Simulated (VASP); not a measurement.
Set up this calculation in VASP 6.6.1, as the native input.

| Property | Result |
| --- | --- |
| Task | relaxation of cell and atoms |
| Functional | LDA |
| Potentials or basis | VASP PAW LDA potentials, release 64 (Ru_pv) |
| Cutoff | 600 eV |
| k mesh | 10 × 10 × 6 |
| Occupations | fermi-dirac, width 0.05 eV |
| Spin | no spin polarisation |
| Ladder | gaps |
| Further INCAR settings | ALGO = Normal; EDIFF = 1e-06; IBRION = 2; EDIFFG = -0.005; NSW = 60; ISIF = 3 |

The structure of Ru lies in POSCAR:

```
Ru
1.0
    2.7058000000      0.0000000000      0.0000000000
   -1.3529000000      2.3432915376      0.0000000000
    0.0000000000      0.0000000000      4.2819000000
Ru
2
Direct
    0.6666666667      0.3333333333      0.7500000000
    0.3333333333      0.6666666667      0.2500000000
```

The input as run:

INCAR

```
SYSTEM = Ru
  PREC = Accurate
  ENCUT = 600
  EDIFF = 1E-6
  ISMEAR = -1
  SIGMA = 0.05
  LREAL = .False.
  LASPH = .True.
  NELM = 100
  ALGO = Normal
  ISIF = 3
  LWAVE = .False.
  LCHARG = .False.
  GGA = CA
  IBRION = 2
  NSW = 60
  EDIFFG = -0.005
```

KPOINTS

```
Automatic mesh
0
Gamma
  10 10 6
  0 0 0
```

Potentials or basis: VASP PAW LDA potentials, release 64 (Ru_pv).

The run is started by

```sh
$ cat potpaw_LDA.64/Ru_pv/POTCAR > POTCAR
$ mpirun -np 1 vasp_std > vasp.out
```

It gave:

- Relaxed volume: 13.13 Å³/atom
- Relaxed cell: a = 2.684 Å, b = 2.684 Å, c = 4.209 Å, α = 90.00°, β = 90.00°, γ = 120.00°
- Space group after relaxing (to 0.05 Å): P6_3/mmc (No. 194)
- Energy gained by relaxing: 17.6 meV/atom
- Ionic steps: 11
- Pressure after relaxing: 0.0 GPa
- Band gap on the k mesh: none (metal or under the smearing width)

It took 120 s on 1 thread of Intel(R) Xeon(R) Platinum 8375C CPU @ 2.90GHz (Ice Lake) (shared host), peak memory 0.17 GiB.
